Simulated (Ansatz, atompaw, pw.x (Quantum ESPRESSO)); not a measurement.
## What a changed setting does to a pw.x run (bcc Si)

Potential: PAW, atompaw 4.2.0.5, LDA (PW92); core [Ne], reference 3s1.75 3p2.25; waves: 3s (bound): rc 2.40 bohr; 3s channel at 1.3 Ry: rc 2.40 bohr; 3p (bound): rc 2.40 bohr; 3p channel at 0.3 Ry: rc 2.40 bohr; 3d channel at 0.05 Ry: rc 2.40 bohr; 3d channel at 1.2 Ry: rc 2.40 bohr; local part: bessel scheme, radius 2.20 bohr; core correction: smooth core density matched at 2.35 bohr; augmentation: besselshape compensation charge, radius 2.15 bohr; PAW radius 2.40 bohr; waves and projectors: custom polynom2 7 10 vanderbiltortho.

The reference run (k-mesh 15³, cutoffs 40/400 Ry, Fermi–Dirac 0.01 Ry, mixing_beta 0.4, conv_thr 1e-9, no spin) gives 1.21 GPa at 14.087 Å³/atom, where all-electron LAPW gives 0.22 GPa. This run, with its own iteration cap, changes k-mesh shift to 1.

```
&control
  calculation='scf', prefix='x', pseudo_dir='./', outdir='./tmp', tstress=.true., disk_io='none'
/
&system
  ibrav=0, nat=1, ntyp=1, ecutwfc=40, ecutrho=400, nbnd=9,
  occupations='smearing', smearing='fd', degauss=0.01
/
&electrons
  conv_thr=1e-09, mixing_beta=0.4, electron_maxstep=50
/
ATOMIC_SPECIES
Si 1.0 Si.UPF
CELL_PARAMETERS angstrom
  -1.52143303 1.52143303 1.52143303
  1.52143303 -1.52143303 1.52143303
  1.52143303 1.52143303 -1.52143303
ATOMIC_POSITIONS crystal
Si 0.0000 0.0000 0.0000
K_POINTS automatic
15 15 15 1 1 1
```

```bash
pw.x < Si.scf.in > Si.scf.out
```

How does the run end?

It converges in 9 iterations; the free energy moves by +8.1 meV/atom and the pressure by +0.15 GPa.

```
Message from routine setup:
     using ibrav=0 with symmetry is DISCOURAGED, use correct ibrav instead
     lattice parameter (alat)  =       4.9798  a.u.
     unit-cell volume          =      95.0638 (a.u.)^3
     number of electrons       =         4.00
     number of Kohn-Sham states=            9
     kinetic-energy cutoff     =      40.0000  Ry
     charge density cutoff     =     400.0000  Ry
     scf convergence threshold =      1.0E-09
     Exchange-correlation= SLA PW NOGX NOGC
     number of k points=   120  Fermi-Dirac smearing, width (Ry)=  0.0100
     iteration #  1     ecut=    40.00 Ry     beta= 0.40
     total energy              =     -44.61610697 Ry
     estimated scf accuracy    <       0.00193916 Ry
     iteration #  2     ecut=    40.00 Ry     beta= 0.40
     total energy              =     -44.61597459 Ry
     estimated scf accuracy    <       0.00059325 Ry
     iteration #  3     ecut=    40.00 Ry     beta= 0.40
     total energy              =     -44.61600320 Ry
     estimated scf accuracy    <       0.00000397 Ry
     iteration #  4     ecut=    40.00 Ry     beta= 0.40
     total energy              =     -44.61600521 Ry
     estimated scf accuracy    <       0.00000006 Ry
     iteration #  5     ecut=    40.00 Ry     beta= 0.40
     total energy              =     -44.61600527 Ry
     estimated scf accuracy    <       0.00000012 Ry
     iteration #  6     ecut=    40.00 Ry     beta= 0.40
     total energy              =     -44.61600527 Ry
     estimated scf accuracy    <       0.00000003 Ry
     iteration #  7     ecut=    40.00 Ry     beta= 0.40
     total energy              =     -44.61600527 Ry
     estimated scf accuracy    <          9.5E-09 Ry
     iteration #  8     ecut=    40.00 Ry     beta= 0.40
     total energy              =     -44.61600527 Ry
     estimated scf accuracy    <       0.00000003 Ry
     iteration #  9     ecut=    40.00 Ry     beta= 0.40
     the Fermi energy is    10.7106 ev
!    total energy              =     -44.61600527 Ry
     estimated scf accuracy    <          8.0E-10 Ry
     smearing contrib. (-TS)   =      -0.00211055 Ry
     The total energy is F=E-TS. E is the sum of the following terms:
     one-electron contribution =       5.22994948 Ry
     hartree contribution      =       0.02977131 Ry
     xc contribution           =      -2.47151131 Ry
     ewald contribution        =     -10.12623951 Ry
     one-center paw contrib.   =     -37.27586470 Ry
     convergence has been achieved in   9 iterations
          total   stress  (Ry/bohr**3)                   (kbar)     P=       13.62
     Message from routine punch:
     Nothing written, as per user request (disk_io='none')
```

The run took about 5 s on one core of a shared host (AMD EPYC 9R45 96-Core Processor, 96 threads, 376 GiB, load 9).
